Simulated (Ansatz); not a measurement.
## Contact densities of Mo against volume

```
Mo
1.0
     0.00000    2.00105    2.00105
     2.00105    0.00000    2.00105
     2.00105    2.00105    0.00000
Mo
1
Cartesian
  0.0000 0.0000 0.0000
```

The cell was built from the fcc type and relaxed in the same program, and has space group Fm-3m; it needn't be a known or the stable phase.

Level of theory: DFT, PBE, all-electron PAW with datasets made for the crystal, scalar-relativistic (Ansatz 0.2.0).

Numerical set-up: a Γ-centred 18×18×18 k mesh, Fermi–Dirac smearing of 0.05 eV, cutoff 300 eV (chosen by the program for this cell), no spin polarisation.

The contact density is the mean electron density over the nuclear volume; its changes follow the s electrons' response to bonding and compression. Changes below are taken from the unscaled cell, where it is 595332 e/Å³ at Mo.

```json
{"V/V(cell)": "0.9405", "P (GPa)": "16.7", "Δρ(0) Mo (e/Å³)": "?"}
{"V/V(cell)": "1.0000", "P (GPa)": "0.1", "Δρ(0) Mo (e/Å³)": "0.00"}
{"V/V(cell)": "1.0600", "P (GPa)": "-12.3", "Δρ(0) Mo (e/Å³)": "?"}
```

(1) What belongs in the row "0.9405", column "Δρ(0) Mo (e/Å³)"?

(2) What belongs in the row "1.0600", column "Δρ(0) Mo (e/Å³)"?

The datasets are made afresh for each cell, so very small changes are uncertain.

Results:

(1) 3.30.

(2) -3.22.
